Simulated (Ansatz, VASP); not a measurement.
# Pt in VASP and in Ansatz

The input INCAR:

```
ALGO     = Fast           # electronic algorithm
EDIFF    = 1E-6           # SCF threshold, eV
ENCUT    = 520            # plane-wave cutoff, eV
GGA      = PS             # functional
ISIF     = 2              # what is computed and relaxed
ISMEAR   = 0              # smearing method
LASPH    = T              # aspherical terms in the spheres
LCHARG   = T              # write CHGCAR
LELF     = T              # ELF
LREAL    = F              # projectors in reciprocal space
LVHAR    = T            
LWAVE    = F              # write WAVECAR
NBANDS   = 11             # bands
NELM     = 60             # most SCF steps
PREC     = Accurate       # precision mode
SIGMA    = 0.15           # smearing width, eV
```

Contents of KPOINTS:

```
k-points
0
Gamma
  20 20 20
```

Contents of POSCAR:

```
Pt
1.0
    0.0000000000      2.0166370000      1.9872685000
    2.0166370000      0.0000000000      1.9872685000
    2.0166370000      2.0166370000      0.0000000000
Pt
1
Direct
    0.0000000000      0.0000000000      0.0000000000
```

Input for Ansatz:

```yaml
crystal:
  lattice:
    - [0.0, 2.016637, 1.9872685]
    - [2.016637, 0.0, 1.9872685]
    - [2.016637, 2.016637, 0.0]
  atoms:
    - { symbol: Pt, position: [0.0, 0.0, 0.0] }
basis:
  ecutwfc: 420
kpoints:
  mp_grid: { grid: [20, 20, 20] }
hamiltonian:
  xc: pbesol
scf:
  occupations: { method: gaussian, width: 0.15 }
output:
  forces: true
  stress: true
  eigenvalues: true
  write_density: true
  write_potential: true
  elf: true
  volumetric_format: npy
```

Change from the starting cell: strain +0.030 along x and y, +0.015 along z, atoms carried along.

Alike in both runs: task single point; functional PBEsol; k mesh 20 × 20 × 20; occupations gaussian, width 0.15 eV; no spin polarisation.

```csv
,VASP,Ansatz
version,VASP 6.6.1,Ansatz 0.2.0
potentials or method,"VASP PAW PBE potentials, release 64 (Pt)","scalar-relativistic, plane waves, PAW"
plane-wave cutoff (eV),520,420
valence electrons in the cell,10,18
```

|  | VASP | Ansatz | Ansatz less VASP |
| --- | --- | --- | --- |
| gap on the k mesh at the Fermi level (eV) | none | none | - |
| pressure (GPa) | -17.4 | -17.0 | +0.39 |
| largest component of the traceless stress (GPa) | 0.68 | 0.68 | +0.005 |

A gap of «none» marks a metal or a gap that the smearing closes. The two sets of potentials don't hold the same shells in valence.

Caveats: so large a pressure means that the cell lies far from this level's equilibrium, or that cutoff or potentials fall short (VASP); the potentials were made for another functional, which shifts forces and pressure (VASP). The runs have no spin-orbit coupling, so splittings on Pt are missing.
